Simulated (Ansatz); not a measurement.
# Ru, simple cubic: how the functional moves the structure

All rows: Ansatz, plane waves with scalar-relativistic PAW, 420 eV (500 eV for the SCAN forms), relaxed under each functional, no dispersion correction, no zero-point motion. B₀ comes from uniform scaling at fixed shape; a dash is a value not given.

```json
{"functional": "PBE", "V (Å³/atom)": "15.85", "cell": "a = 2.512 Å", "B₀ (GPa)": "220", "magnetic state": "spin not included", "ΔE to hcp (meV/atom)": "1137"}
{"functional": "r²SCAN", "V (Å³/atom)": "15.47", "cell": "a = 2.491 Å", "B₀ (GPa)": "239", "magnetic state": "spin not included", "ΔE to hcp (meV/atom)": "1170"}
{"functional": "PBEsol", "V (Å³/atom)": "15.27", "cell": "a = 2.481 Å", "B₀ (GPa)": "247", "magnetic state": "spin not included", "ΔE to hcp (meV/atom)": "1229"}
{"functional": "LDA", "V (Å³/atom)": "14.96", "cell": "a = 2.464 Å", "B₀ (GPa)": "263", "magnetic state": "spin not included", "ΔE to hcp (meV/atom)": "1230"}
{"functional": "RPBE", "V (Å³/atom)": "16.13", "cell": "a = 2.527 Å", "B₀ (GPa)": "207", "magnetic state": "spin not included", "ΔE to hcp (meV/atom)": "1107"}
{"functional": "BLYP", "V (Å³/atom)": "16.66", "cell": "a = 2.554 Å", "B₀ (GPa)": "190", "magnetic state": "spin not included", "ΔE to hcp (meV/atom)": "880"}
```

Task: What does revPBE give?

Result: V (Å³/atom): 16.05; cell: a = 2.522 Å; B₀ (GPa): 210; magnetic state: spin not included; ΔE to hcp (meV/atom): 1116.
